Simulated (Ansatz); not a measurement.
**Elastic constants of Li2O: input and output**

Computed with Ansatz, DFT PBEsol, scalar-relativistic, plane waves, PAW.

Launched with:
```bash
ansatz run input.yaml --threads 1 --pin off --max-ram 4096MiB --backend cpu --events-out ev --progress --plain --runs-dir out
```

Input (bare energies are in eV):
```yaml
crystal:
  lattice:
    - [0.0, 2.2899256073, 2.2899256073]
    - [2.2899256073, 0.0, 2.2899256073]
    - [2.2899256073, 2.2899256073, 0.0]
  atoms:
    - { symbol: Li, position: [0.25, 0.25, 0.25] }
    - { symbol: Li, position: [0.75, 0.75, 0.75] }
    - { symbol: O, position: [0.0, 0.0, 0.0] }
basis:
  ecutwfc: 420
kpoints:
  mp_grid: { grid: [8, 8, 8] }
hamiltonian:
  xc: pbesol
scf:
  occupations: { method: fixed }
output:
  forces: true
  stress: true
  eigenvalues: true
elastic:
  mode: relaxed_ion
  stencil: two_point
```

From the output:
```
--- Elastic constants: 2 strain directions × 2 members + reference (group order 48) ---
  dense FFT box of the reference and of every strained cell: 24×24×24
  strains applied: 11, 23; error gains: componentwise 1.00 (the most a stress slope's error grows in a printed constant), spectral 1.73 (1 for all six strains in a standard setting)
  C = ∂σ_k/∂η_j (tension-positive GPa; Voigt order 11 22 33 23 13 12):
       209.196     19.617     19.617      0.000      0.000     -0.000
        19.617    209.196     19.617     -0.000      0.000      0.000
        19.617     19.617    209.196      0.000     -0.000     -0.000
        -0.000      0.000      0.000     58.552      0.000     -0.000
        -0.000      0.000      0.000     -0.000     58.552      0.000
         0.000     -0.000     -0.000     -0.000     -0.000     58.552
  reference stress σ⁰ (GPa):      0.003      0.003      0.003     -0.000     -0.000     -0.000
  C* (energy form; C + prestress term) asymmetry max|C*_kj − C*_jk| = 3.553e-15 GPa — a small one proves nothing (zero by symmetry where the batch's group is 432, −43m or m−3m); a large one is finite-difference/SCF noise where every solve ...
  moduli (Voigt/Reuss/Hill, GPa): K = 82.81/82.81/82.81   G = 73.05/69.12/71.08   E = 165.81   ν = 0.166
  mechanically stable: yes (min eigenvalue of sym C = 58.55 GPa)
  the stresses are not corrected for the forces that the relaxations left standing (`elastic.f_tol`)
  strain η (Voigt 11):  stress-route row diagonal C_11 = 209.20 GPa, energy-path curvature d²(F+E_count+ΔE)/dδ²/Ω₀ = 210.37 GPa
         δ    σ_11 (GPa) F (eV) n_scf n_hpsi n_pw
    -2.000e-3      -0.4165        -969.8806786       7   10372    489   relax 0 steps, max|allowed force component| 1.11e-16 eV/Å
     2.000e-3       0.4203        -969.8806623       6    9384    489   relax 0 steps, max|allowed force component| 1.06e-16 eV/Å
  strain η (Voigt 23):  stress-route row diagonal C_44 = 58.55 GPa, energy-path curvature d²(F+E_count+ΔE)/dδ²/Ω₀ = 60.05 GPa
         δ    σ_23 (GPa) F (eV) n_scf n_hpsi n_pw
    -2.000e-3      -0.1171        -969.8806879      10   18462    489   relax 3 steps, max|allowed force component| 2.12e-8 eV/Å
     2.000e-3       0.1171        -969.8806879      10   18465    489   relax 3 steps, max|allowed force component| 2.44e-8 eV/Å
```

It took 15 s on 1 thread of Arm Neoverse V1, on a shared host, peak memory 0.31 GiB.